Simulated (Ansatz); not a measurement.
Sb, DFT, PBEsol, all-electron LAPW, scalar-relativistic (Ansatz 0.2.0), run on 1 thread of Arm Neoverse V2 on a shared host.

The cell was built from the diamond type and relaxed in the same program, and has space group Fd-3m; it needn't be a known or the stable phase.

Command: `ansatz run input.yaml --threads 1 --pin off --max-ram 2048MiB --backend cpu --events-out ev --progress --plain --runs-dir out`

```yaml
crystal:
  lattice:
    - [0.0, 3.4945307669, 3.4945307669]
    - [3.4945307669, 0.0, 3.4945307669]
    - [3.4945307669, 3.4945307669, 0.0]
  atoms:
    - { symbol: Sb, position: [0.0, 0.0, 0.0] }
    - { symbol: Sb, position: [0.25, 0.25, 0.25] }
kpoints:
  mp_grid: { grid: [10, 10, 10] }
  band_path:
    path:
      - [0.0, 0.0, 0.0]
      - [0.5, 0.0, 0.5]
      - [0.625, 0.25, 0.625]
      - [0.375, 0.375, 0.75]
      - [0.0, 0.0, 0.0]
      - [0.5, 0.5, 0.5]
      - [0.5, 0.25, 0.75]
      - [0.5, 0.0, 0.5]
    npoints: 5
scf:
  occupations: { method: fermi_dirac, width: 0.05 }
hamiltonian:
  xc: pbesol
  pseudopotentials: { kind: all_electron, lapw: { basis_error: 0.001 } }
output:
  forces: true
  stress: true
  eigenvalues: true
```

(1) How large is the problem that the program sets up?

(2) Estimate the wall time.

(3) And the same cell and mesh by PAW (frozen-core files), asked for forces, stress, eigenvalues, efg, write_density, write_potential, elf and the same band path, on the same hardware?

Answers

(1) 47 irreducible k-points, 561 plane waves at Γ, 28 bands.

(2) 16 s of wall time for 7 SCF iterations. Times on shared machines scatter by tens of per cent.

(3) 7.7 s.
